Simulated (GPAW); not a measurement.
# MnO (Fm-3m) in GPAW: settings compared

One crystal, MnO, is run at these levels: OLYP, BEEF-vdW; tasks: band structure, equation of state.

Everything below comes from runs of GPAW 26.7.0. Logs are shortened: lines on timing, memory, paths and dates and some standing lists are left out, and cuts for length are marked. The log counts tension as positive stress, the text compression.

### 1 Starting point

The structure is cubic, space group Fm-3m (No. 225). Conventional cell: a = 4.448 Å, b = 4.448 Å, c = 4.448 Å, α = 90.00°, β = 90.00°, γ = 90.00°. Mn (site symmetry m-3m) is surrounded by 6 O at 2.22 Å. O (site symmetry m-3m) is surrounded by 6 Mn at 2.22 Å.

The cell is a database's computed one.

### 2 Band structure, OLYP, collinear spin, ferromagnetic start

run.py

```python
from ase.dft.bandgap import bandgap
from ase.io import write
from ase.spacegroup import crystal
from ase.units import GPa
from gpaw import GPAW, PW, setup_paths

setup_paths.insert(0, '.')

# Mn 4a
# O 4b
atoms = crystal(['Mn', 'O'],
                basis=[[0.0, 0.0, 0.0],
                       [0.5, 0.0, 0.0]],
                spacegroup=225, setting=1,  # Fm-3m
                cellpar=[4.44781541, 4.44781541, 4.44781541, 90.0, 90.0, 90.0],
                primitive_cell=True)
atoms.set_initial_magnetic_moments([4.0, 0.0])

calc = GPAW(mode=PW(800),
            xc='GGA_X_OPTX+GGA_C_LYP',
            kpts={'size': (7, 7, 7), 'gamma': True},
            occupations={'name': 'fermi-dirac', 'width': 0.05},
            nbands=21,
            convergence={'density': 1e-05, 'energy': 1e-05},
            eigensolver='davidson',
            maxiter=150,
            txt='gpaw.txt')
atoms.calc = calc
energy = atoms.get_potential_energy()
forces = atoms.get_forces()
stress = atoms.get_stress()
calc.write('gs.gpw')
write('result.traj', atoms)
print(f'Energy: {energy:.6f} eV')
print('Forces (eV/A):')
print(forces.round(4))
print('Stress (GPa):', (stress / GPa).round(3))
print('Moments:', calc.get_magnetic_moments().round(3))
print('Fermi level:', round(calc.get_fermi_level(), 4), 'eV')
print(f'Gap: {bandgap(calc)[0]:.4f} eV, direct: {bandgap(calc, direct=True)[0]:.4f} eV')

path = atoms.cell.bandpath('GXWKGLUWLK,UX', npoints=60, eps=1e-4)
bs_calc = calc.fixed_density(kpts=path, symmetry='off', nbands=31,
                             convergence={'bands': 'CBM+6.0', 'eigenstates': 1e-6}, txt='bands.txt')
bs = bs_calc.band_structure()
bs.write('bs.json')
print(f'Gap on the path: {bandgap(bs_calc)[0]:.4f} eV')
```

Potentials or basis: PAW data sets generated in the run's folder for this functional, pw.

On the command line:

```
gpaw-setup -f GGA_X_OPTX+GGA_C_LYP Mn O
OMP_NUM_THREADS=1 python run.py
```

gpaw.txt:

```text
__  _  _
 | _ |_)|_||  |
 |__||  | ||/\| - 26.7.0

Input parameters:
  mode=PW(ecut=800.0),
  convergence={'density': 1e-05, 'energy': 1e-05},
  eigensolver=Davidson(niter=2),
  kpts=MonkhorstPack(size=(7, 7, 7), gamma=True),
  maxiter=150,
  nbands=21,
  occupations=Occupations(name='fermi-dirac', width=0.05),
  xc=XC(name='GGA_X_OPTX+GGA_C_LYP')

Diagonalizing LCAO Hamiltonian
Converting LCAO to pw mode

              O

       Mn

Atoms  # Å, Bohr magnetons
|   | symbol |        x |        y |        z |    initial magnetic moments |
|---|--------|----------|----------|----------|-----------------------------|
| 0 |     Mn | 0.000000 | 0.000000 | 0.000000 | ( 0.0000,  0.0000,  4.0000) |
| 1 |      O | 2.223908 | 2.223908 | 2.223908 | ( 0.0000,  0.0000,  0.0000) |

Unit cell  # Å
| periodic |        x |        y |        z |  lengths |    angles |
|----------|----------|----------|----------|----------|-----------|
|      yes | 0.000000 | 2.223908 | 2.223908 | 3.145080 | 60.000000 |
|      yes | 2.223908 | 0.000000 | 2.223908 | 3.145080 | 60.000000 |
|      yes | 2.223908 | 2.223908 | 0.000000 | 3.145080 | 60.000000 |

Number of symmetries: 48
Symmetry operations  # r_c * U_cc + t_c -> r_c
|    | kind |            matrix            |
|----|------|------------------------------|
|  0 |  σ   |  1, 0, 0,  1, 0,-1,  1,-1, 0 |
|  1 |  C2  |  1, 0, 0,  1,-1, 0,  1, 0,-1 |
|  2 |  E   |  1, 0, 0,  0, 1, 0,  0, 0, 1 |
|  3 |  σ   |  1, 0, 0,  0, 0, 1,  0, 1, 0 |
|  4 |  C4  |  1, 0,-1,  1, 0, 0,  1,-1, 0 |
|  5 |  S6  |  1, 0,-1,  1,-1, 0,  1, 0, 0 |
|  6 |  σ   |  1, 0,-1,  0, 1,-1,  0, 0,-1 |
|  7 |  C3  |  1, 0,-1,  0, 0,-1,  0, 1,-1 |
|  8 |  S6  |  1,-1, 0,  1, 0, 0,  1, 0,-1 |
|  9 |  C4  |  1,-1, 0,  1, 0,-1,  1, 0, 0 |
| 10 |  C3  |  1,-1, 0,  0,-1, 1,  0,-1, 0 |
| 11 |  σ   |  1,-1, 0,  0,-1, 0,  0,-1, 1 |
| 12 |  σ   |  0, 1, 0,  1, 0, 0,  0, 0, 1 |
| 13 |  C4  |  0, 1, 0,  0, 1,-1, -1, 1, 0 |
| 14 |  C3  |  0, 1, 0,  0, 0, 1,  1, 0, 0 |
| 15 |  S6  |  0, 1, 0, -1, 1, 0,  0, 1,-1 |
| 16 |  C2  |  0, 1,-1,  1, 0,-1,  0, 0,-1 |
| 17 |  σ   |  0, 1,-1,  0, 1, 0, -1, 1, 0 |
| 18 |  S4  |  0, 1,-1,  0, 0,-1,  1, 0,-1 |
| 19 |  C4  |  0, 1,-1, -1, 1, 0,  0, 1, 0 |
| 20 |  C3  |  0, 0, 1,  1, 0, 0,  0, 1, 0 |
| 21 |  σ   |  0, 0, 1,  0, 1, 0,  1, 0, 0 |
| 22 |  S6  |  0, 0, 1,  0,-1, 1, -1, 0, 1 |
| 23 |  C4  |  0, 0, 1, -1, 0, 1,  0,-1, 1 |
| 24 |  S4  |  0, 0,-1,  1, 0,-1,  0, 1,-1 |
| 25 |  C3  |  0, 0,-1,  0, 1,-1,  1, 0,-1 |
| 26 |  C2  |  0, 0,-1,  0,-1, 0, -1, 0, 0 |
| 27 |  S6  |  0, 0,-1, -1, 0, 0,  0,-1, 0 |
| 28 |  S4  |  0,-1, 1,  1,-1, 0,  0,-1, 0 |
| 29 |  C4  |  0,-1, 1,  0, 0, 1, -1, 0, 1 |
| 30 |  C2  |  0,-1, 1,  0,-1, 0,  1,-1, 0 |
| 31 |  σ   |  0,-1, 1, -1, 0, 1,  0, 0, 1 |
| 32 |  C3  |  0,-1, 0,  1,-1, 0,  0,-1, 1 |
| 33 |  S6  |  0,-1, 0,  0, 0,-1, -1, 0, 0 |
| 34 |  S4  |  0,-1, 0,  0,-1, 1,  1,-1, 0 |
| 35 |  C2  |  0,-1, 0, -1, 0, 0,  0, 0,-1 |
| 36 |  C2  | -1, 1, 0,  0, 1, 0,  0, 1,-1 |
| 37 |  S6  | -1, 1, 0,  0, 1,-1,  0, 1, 0 |
| 38 |  S4  | -1, 1, 0, -1, 0, 1, -1, 0, 0 |
| 39 |  C3  | -1, 1, 0, -1, 0, 0, -1, 0, 1 |
| 40 |  S6  | -1, 0, 1,  0, 0, 1,  0,-1, 1 |
| 41 |  C2  | -1, 0, 1,  0,-1, 1,  0, 0, 1 |
| 42 |  C3  | -1, 0, 1, -1, 1, 0, -1, 0, 0 |
| 43 |  S4  | -1, 0, 1, -1, 0, 0, -1, 1, 0 |
| 44 |  C2  | -1, 0, 0,  0, 0,-1,  0,-1, 0 |
| 45 |  i   | -1, 0, 0,  0,-1, 0,  0, 0,-1 |
| 46 |  σ   | -1, 0, 0, -1, 1, 0, -1, 0, 1 |
| 47 |  C2  | -1, 0, 0, -1, 0, 1, -1, 1, 0 |

BZ-sampling:
  Number of BZ points: 343
  Number of IBZ points: 20

  Monkhorst-Pack size: [7, 7, 7]
  Monkhorst-Pack shift: [0, 0, 0]

K-points  # in reciprocal-cell coordinates
|     |                                coordinates |     weight |
|-----|--------------------------------------------|------------|
|   0 | (  0.00000000,   0.00000000,   0.00000000) | 0.00291545 |
|   1 | (  0.14285714,   0.14285714,   0.00000000) | 0.01749271 |
|   2 | (  0.14285714,   0.14285714,   0.14285714) | 0.02332362 |
|   3 | (  0.28571429,   0.14285714,   0.14285714) | 0.03498542 |
|   4 | (  0.28571429,   0.28571429,   0.00000000) | 0.01749271 |
|   5 | (  0.28571429,   0.28571429,   0.14285714) | 0.06997085 |
|   6 | (  0.28571429,   0.28571429,   0.28571429) | 0.02332362 |
|   7 | (  0.42857143,  -0.28571429,  -0.28571429) | 0.03498542 |
|   8 | (  0.42857143,   0.28571429,  -0.42857143) | 0.13994169 |
|   9 | (  0.42857143,   0.28571429,  -0.28571429) | 0.06997085 |
| ... |                                            |            |
|  19 | (  0.42857143,   0.42857143,   0.42857143) | 0.02332362 |

Plane wave coefficients: 1143
Cutoff: 800.0 eV

Spin-components: 2 (collinear spins)
Bands:           21
Projectors:      11
Spin-degeneracy: 1
Datatype:        complex128

Parallelization:
  kpt:    1
  domain: 1
  band:   1

Density:
  Valence electrons: 21.0
  Components: 2
  Grid points: [21 21 21]
  Charge: 0.0  # |e|

Potential:
  Grid points: [21 21 21]

species:
  Mn:
    name:    Manganese
    Z:       25.0
    valence: 15
    core:    10
    charge:  0.0  # [|e|]
    compensation charges:
      type: gauss
      rc: 0.38  # [Å]
      lmax: 2
    cutoffs:
      filter: 2.14  # [Å]
      core: 0.86  # [Å]
    projectors
    | kind |    occ | energy [eV] | rcut [Å] |
    |------|--------|-------------|----------|
    |   3s |  2.000 |     -86.095 |    1.275 |
    |   4s |  2.000 |      -4.791 |    1.275 |
    |   3p |  6.000 |     -54.763 |    1.281 |
    |   4p |  0.000 |      -1.239 |    1.281 |
    |   3d |  5.000 |      -6.738 |    1.138 |
    |    d |        |      20.474 |    1.138 |

    Using partial waves for Mn as LCAO basis

  O:
    name:    Oxygen
    Z:       8.0
    valence: 6
    core:    2
    charge:  0.0  # [|e|]
    compensation charges:
      type: gauss
      rc: 0.21  # [Å]
      lmax: 2
    cutoffs:
      filter: 1.17  # [Å]
      core: 0.83  # [Å]
    projectors
    | kind |    occ | energy [eV] | rcut [Å] |
    |------|--------|-------------|----------|
    |   2s |  2.000 |     -24.147 |    0.688 |
    |   2p |  4.000 |      -8.970 |    0.598 |
    |    s |        |       3.065 |    0.688 |
    |    p |        |      18.241 |    0.598 |
    |    d |        |       0.000 |    0.619 |

    Using partial waves for O as LCAO basis

Reference energy: -33569.088611  # eV

eigensolver:
  Davidson
  Converge bands: occupied
  niter=2

density mixing:
  MSR1-Mixer
  Pratt-step length: 0.05
  Maximum mixing coefficient: 0.75
  Old densities: 10
  SVD Regularization: 0.005
  Good broyden scale: 1.0
  Trust region scale: 1.0
  Backstep threshold: 4.0
  History deletion threshold: 6.0
  Fourier metric: weight=20.0, sigma=0.015

occupation numbers:
  Fermi-Dirac:
    width: 0.0500  # eV

poisson solver:
  ecut: 6400.0  # eV

xc functional:
  name: GGA_X_OPTX+GGA_C_LYP with 2 nearest neighbor stencil

convergence criteria:
- Maximum integral of absolute [dens]ity change: 1e-05 electrons / valence electron
- Maximum [total energy] change in last 3 cyles: 1e-05 eV / valence electron
- Maximum integral of absolute [eigenst]ate change: 4e-08 eV^2 / valence electron
maximum number of iterations: 150

SCF iterations
|iter     | |      energy | eigst |  dens |  magmom |
|---------|-|-------------|-------|-------|---------|
|iter:   1| |  -17.282832 | +0.12 |       |  +4.0045|
|iter:   2| |  -17.038248 | -1.02 | -0.89 |  +4.0504|
|iter:   3| |  -16.546876 | -1.74 | -0.93 |  +4.4608|
|iter:   4| |  -16.587590 | -3.10 | -1.48 |  +4.6257|
|iter:   5| |  -16.605471 | -2.79 | -1.74 |  +4.7982|
|iter:   6| |  -16.607587 | -4.05 | -2.26 |  +4.8643|
|iter:   7| |  -16.607966 | -4.23 | -2.63 |  +4.8967|
|iter:   8| |  -16.608014 | -5.32 | -3.42 |  +4.9026|
|iter:   9| |  -16.608022c| -6.34 | -3.86 |  +4.9031|
|iter:  10| |  -16.608019c| -7.56c| -4.52 |  +4.9027|
|iter:  11| |  -16.608019c| -8.98c| -4.82 |  +4.9027|
|iter:  12| |  -16.608019c|-10.37c| -5.67c|  +4.9027|

Converged in 12 steps
Energy contributions relative to reference atoms: (reference = -33569.088611)

Energy contributions:
  Kinetic:          27.808498
  Coulomb:         -23.545867
  Zero:              0.348078
  External:          0.000000
  Xc:              -21.214808
  Entropy:          -0.007841
  Spinorbit:         0.000000
  ----------------------------
  Free energy:     -16.611940
  Extrapolated:    -16.608019

dipole moment: (-9.563680, -9.563680, -9.563680)  # |e|*Ang

Total magnetic moment: (0.000000, 0.000000, 4.902683)

Local magnetic moments
|        x |        y |        z |
|----------|----------|----------|
| 0.000000 | 0.000000 | 4.361582 |  # Mn   0
| 0.000000 | 0.000000 | 0.180997 |  # O    1

Fermi level: 8.359
Eigenvalues  # (at kpt = [0.000, 0.000, 0.000])
| band index |      eig [eV] | occ [0-1] |      eig [eV] | occ [0-1] |
|------------|---------------|-----------|---------------|-----------|
|          0 |       -73.579 |     1.000 |       -68.420 |     1.000 |
|        ... |               |           |               |           |
|          3 |       -42.333 |     1.000 |       -37.206 |     1.000 |
|          4 |       -12.050 |     1.000 |       -11.524 |     1.000 |
|          5 |         4.557 |     1.000 |         5.048 |     1.000 |
|          6 |         4.557 |     1.000 |         5.048 |     1.000 |
|          7 |         4.557 |     1.000 |         5.048 |     1.000 |
|          8 |         4.973 |     1.000 |         9.378 |     0.000 |
[... 8 lines left out ...]
|         17 |        24.650 |     0.000 |        26.407 |     0.000 |
|         18 |        28.200 |     0.000 |        30.702 |     0.000 |
|        ... |               |           |               |           |
|         20 |        28.200 |     0.000 |        30.702 |     0.000 |

No gap
No difference between direct/indirect transitions

Forces  # eV/Ang
|        x |       y |       z |
|----------|---------|---------|
| -0.00000 | 0.00000 | 0.00000 |  # Mn   0
|  0.00000 | 0.00000 | 0.00000 |  # O    1

Stress tensor  # eV/Ang^3
|         x |         y |         z |
|-----------|-----------|-----------|
| -0.046337 |  0.000000 |  0.000000 |
|  0.000000 | -0.046337 |  0.000000 |
|  0.000000 |  0.000000 | -0.046337 |

# Writing to gs.gpw (mode='')
```

Wall time 56 s (1 thread of AMD EPYC 7R43 (Zen 3), shared host); peak memory 0.26 GiB.

What came out:

- Free energy: -16.6119 eV
- Pressure: 7.4 GPa
- Band gap along the path: none (metal or under the smearing width)
- Net moment: 4.90 μB per cell
- Site moments: Mn +4.36; O +0.18 μB

Levels at the corners of the path, in eV from the Fermi level:
Spin up:
```csv
point,band 9,band 10,band 11,band 12,band 13,band 14
Γ,-3.39,-3.39,-3.39,-2.88,-2.88,-0.39
X,-4.34,-2.46,-2.25,-2.25,-2.12,5.22
W,-2.60,-2.60,-2.25,-2.20,-1.08,7.21
K,-3.21,-2.39,-2.16,-1.83,-1.12,6.59
Γ,-3.39,-3.39,-3.39,-2.88,-2.88,-0.39
L,-2.51,-2.51,-2.05,0.08,0.08,3.62
U,-3.21,-2.39,-2.16,-1.83,-1.12,6.59
W,-2.60,-2.60,-2.25,-2.20,-1.08,7.21
L,-2.51,-2.51,-2.05,0.08,0.08,3.62
K,-3.21,-2.39,-2.16,-1.83,-1.12,6.59
U,-3.21,-2.39,-2.16,-1.83,-1.12,6.59
X,-4.34,-2.46,-2.25,-2.25,-2.12,5.22
```
Spin down:
```tsv
point	band 4	band 5	band 6	band 7	band 8	band 9	band 10	band 11	band 12	band 13
Γ	-45.57	-19.88	-3.31	-3.31	-3.31	1.02	1.06	1.06	1.06	1.69
X	-45.59	-18.97	-6.32	-4.27	-4.27	-0.55	2.30	2.48	2.78	2.78
W	-45.60	-18.90	-5.60	-5.60	-5.12	1.58	1.58	2.47	2.78	3.26
K	-45.59	-18.92	-5.97	-5.59	-4.56	0.72	2.50	2.56	2.68	3.16
Γ	-45.57	-19.88	-3.31	-3.31	-3.31	1.02	1.06	1.06	1.06	1.69
L	-45.57	-18.98	-7.22	-4.73	-4.73	2.24	2.32	2.32	3.99	3.99
U	-45.59	-18.92	-5.97	-5.59	-4.56	0.72	2.50	2.56	2.68	3.16
W	-45.60	-18.90	-5.60	-5.60	-5.12	1.58	1.58	2.47	2.78	3.26
L	-45.57	-18.98	-7.22	-4.73	-4.73	2.24	2.32	2.32	3.99	3.99
K	-45.59	-18.92	-5.97	-5.59	-4.56	0.72	2.50	2.56	2.68	3.16
U	-45.59	-18.92	-5.97	-5.59	-4.56	0.72	2.50	2.56	2.68	3.16
X	-45.59	-18.97	-6.32	-4.27	-4.27	-0.55	2.30	2.48	2.78	2.78
```

Caveat: a cell with one magnetic atom can't hold antiferromagnetic order, which such compounds often take; semilocal functionals often make such compounds metallic where correlation or magnetic order opens a gap, which also shifts bond lengths.

(Part 1 of 2 ends here.)
